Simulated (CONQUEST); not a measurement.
Crystal: HfO2.

```
Hf O
1.0
     5.00476    0.00000    0.00000
     0.00000    5.03269    0.00000
     0.00000    0.00000    5.21946
Hf O
4 8
Direct
  0.73252 0.74144 0.96699
  0.73252 0.24144 0.53301
  0.26748 0.74144 0.46699
  0.26748 0.24144 0.03301
  0.92865 0.87927 0.63213
  0.92865 0.37927 0.86787
  0.53988 0.49229 0.23395
  0.53988 0.99229 0.26605
  0.46012 0.99229 0.76605
  0.46012 0.49229 0.73395
  0.07135 0.87927 0.13213
  0.07135 0.37927 0.36787
```

Measurements of this composition are mostly on another form, of space group No. 14.

Base run:

- Program: CONQUEST 1.3
- Functional: PBE
- Potentials or basis: PseudoDojo NC PBE, DZ, grid cutoff 150 Ha
- k mesh: 4 × 4 × 4
- Occupations: fermi-dirac, width 0.05 eV
- Spin: no spin polarisation

Its results: band gap on the k mesh 4.30 eV, indirect (least direct gap 4.50 eV); pressure 9.0 GPa.

Task: The run is repeated on the same cell with these changes: potentials or basis from PseudoDojo NC PBE, DZ, grid cutoff 150 Ha to PseudoDojo NC PBE, SZP, grid cutoff 150 Ha. What comes out?

Result: Band gap on the k mesh 3.97 eV, indirect (least direct gap 4.10 eV); pressure 14.7 GPa.

Caveats: the atomic basis is small; the real-space grid is too coarse here: the forces don't sum to zero and aren't listed, and the energy moves when atoms move against the grid; spin-orbit coupling is left out, which moves the levels of the heavy elements; the basis of atomic orbitals isn't converged, which shifts pressures, moduli and gaps.

A k mesh can miss the band edges.
